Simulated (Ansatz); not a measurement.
# KCl under changes of volume

One of the cells (28.294 Å³/atom); the others are scaled copies at fixed shape and fractional positions:

```
K Cl
1.0
     3.83920    0.00000    0.00000
     0.00000    3.83920    0.00000
     0.00000    0.00000    3.83920
K Cl
1 1
Direct
  0.00000 0.00000 0.00000
  0.50000 0.50000 0.50000
```

Measurements of this composition are mostly on another form, of space group No. 225.

```yaml
Program: Ansatz 0.2.0
Functional: LDA
Potentials_or_basis: all-electron LAPW, scalar-relativistic
Cutoff: 125 eV (chosen from the basis error)
Basis_error_allowed: 0.001 eV/atom
k_mesh: 7 × 7 × 7
Occupations: fermi-dirac, width 0.05 eV
Spin: no spin polarisation
```

```tsv
volume (Å³/atom)	energy over the lowest point (meV/atom)	pressure (GPa)	gap on the mesh (eV)
26.596	0.00	-2.3	4.65
27.162	8.65	-2.6	4.56
27.728	18.39	-2.9	4.47
28.294	?	?	?
28.860	40.59	-3.4	4.31
29.426	52.80	-3.5	4.23
29.991	65.58	-3.7	4.16
```

Q: What does the run at 28.294 Å³/atom give?

A: Energy over the lowest point 29.08 meV/atom; pressure -3.1 GPa; gap on the mesh 4.39 eV.

Worked out: A Birch-Murnaghan fit of order 3 (a polynomial in V^(-2/3)) to the other rows has no minimum within the range. It gives 29.08 meV/atom at 28.294 Å³/atom, against the run's 29.08, and -dE/dV = -3.1 GPa, against -3.1. A straight line through the other rows of the gap, of slope -4.09 eV per unit of ln V, gives 4.39 eV, against the run's 4.39.

Energies are extrapolated to zero smearing.

Caveats: an odd mesh through Γ misses points on the zone boundary, where band edges often lie.
